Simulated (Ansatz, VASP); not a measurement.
# One calculation of HfO2, two programs

The input INCAR:

```
SYSTEM = HfO2
PREC = Accurate ; ENCUT = 520
EDIFF = 1E-6 ; ISMEAR = 0
SIGMA = 0.05 ; LREAL = .FALSE.
LASPH = .TRUE. ; NELM = 100
ALGO = Normal ; ISIF = 2
LWAVE = .FALSE. ; LCHARG = .TRUE.
GGA = PS ; LELF = .TRUE.
LVHAR = .TRUE. ; NBANDS = 18
```

The input KPOINTS:

```
Automatic mesh
0
G
  8 8 8
  0 0 0
```

File POSCAR:

```
HfO2
1.0
    0.0000000000      2.6853750000      2.6853750000
    2.6853750000      0.0000000000      2.6853750000
    2.6853750000      2.6853750000      0.0000000000
Hf O
1 2
Direct
    0.0000000000      0.0000000000      0.0000000000
    0.2500000000      0.2500000000      0.2500000000
    0.7500000000      0.7500000000      0.7500000000
```

Input for Ansatz:

```yaml
crystal:
  lattice:
    - [0.0, 2.685375, 2.685375]
    - [2.685375, 0.0, 2.685375]
    - [2.685375, 2.685375, 0.0]
  atoms:
    - { symbol: Hf, position: [0.0, 0.0, 0.0] }
    - { symbol: O, position: [0.25, 0.25, 0.25] }
    - { symbol: O, position: [0.75, 0.75, 0.75] }
basis:
  ecutwfc: 420
kpoints:
  mp_grid: { grid: [8, 8, 8] }
hamiltonian:
  xc: pbesol
scf:
  occupations: { method: gaussian, width: 0.05 }
output:
  forces: true
  stress: true
  eigenvalues: true
```

Change from the starting cell: strain +0.050 along x and y, +0.050 along z, atoms carried along.

Alike in both runs: task single point; functional PBEsol; k mesh 8 × 8 × 8; occupations gaussian, width 0.05 eV; no spin polarisation.

|  | VASP | Ansatz |
| --- | --- | --- |
| version | VASP 6.6.1 | Ansatz 0.2.0 |
| potentials or method | VASP PAW PBE potentials, release 64 (Hf_pv, O) | scalar-relativistic, plane waves, PAW |
| plane-wave cutoff (eV) | 520 | 420 |
| valence electrons in the cell | 22 | 38 |

Ansatz gave:

* gap on the k mesh at the Fermi level (eV): 3.23
* least direct gap on the mesh (eV): 3.23
* pressure (GPa): -33.5

Q: What did VASP give for the same quantities?

A: gap on the k mesh at the Fermi level (eV): 3.22; least direct gap on the mesh (eV): 3.22; pressure (GPa): -35.7.

The two sets of potentials don't hold the same shells in valence.

Caveats: the cell as given lies far from equilibrium; so large a pressure means that the cell lies far from this level's equilibrium, or that cutoff or potentials fall short (VASP); the potentials were made for another functional, which shifts forces and pressure (VASP); spin-orbit coupling is left out, which moves the levels of the heavy elements. A k mesh can miss the band edges.
